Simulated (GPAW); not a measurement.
Runs of GPAW 26.7.0 on Cu. The structure is tetragonal, space group I4/mmm (No. 139). Conventional cell: a = 2.886 Å, b = 2.886 Å, c = 2.752 Å, α = 90.00°, β = 90.00°, γ = 90.00°. Around Cu (site symmetry 4/mmm) lie 10 Cu at 2.46 to 2.75 Å. This isn't the form of Cu at room conditions, which is fcc.

```tsv
task	level	potentials or basis	k mesh	cutoff (eV)	eta	response ecut	scissors	kernel	response k mesh	gap on the mesh (eV)	pressure (GPa)
optical spectrum	LDA	the program's PAW data sets (release 1.2.1) made for this functional, pw	11 × 11 × 11	400	0.1 eV	50 eV	0 eV	RPA	33 × 33 × 33	none	-
optical spectrum	RPBE	the program's PAW data sets (release 1.2.1) made for this functional, pw	11 × 11 × 11	400	0.1 eV	50 eV	0 eV	RPA	33 × 33 × 33	none	-
optical spectrum	PBEsol	PAW data sets generated in the run's folder for this functional, pw	11 × 11 × 11	400	0.1 eV	50 eV	0 eV	RPA	33 × 33 × 33	none	-
band structure	SCAN	GPAW PAW data sets (gpaw-data 1.2.1), pw	13 × 13 × 13	600	-	-	-	-	-	-	-0.5
band structure	TPSS	GPAW PAW data sets (gpaw-data 1.2.1), pw	13 × 13 × 13	600	-	-	-	-	-	-	(a)
```

Alike in all rows: no spin polarisation; cell as given; smearing fermi-dirac 0.05 eV.

Estimate the missing entries.

(a) 1.5.

Caveats: the intraband term hangs on this k mesh (some runs); the long-wavelength limit can be off by several per cent where d states take part (some runs); independent-particle spectra lack excitons (some runs); with this Cu data set, volumes or pressures lay over 1.5 % or 2 GPa off other programs in two to four cells of ten (some runs); the PAW data sets were made with another functional, which shifts forces and pressure a little (some runs).

A gap of «none» marks a metal or a gap under the smearing width.
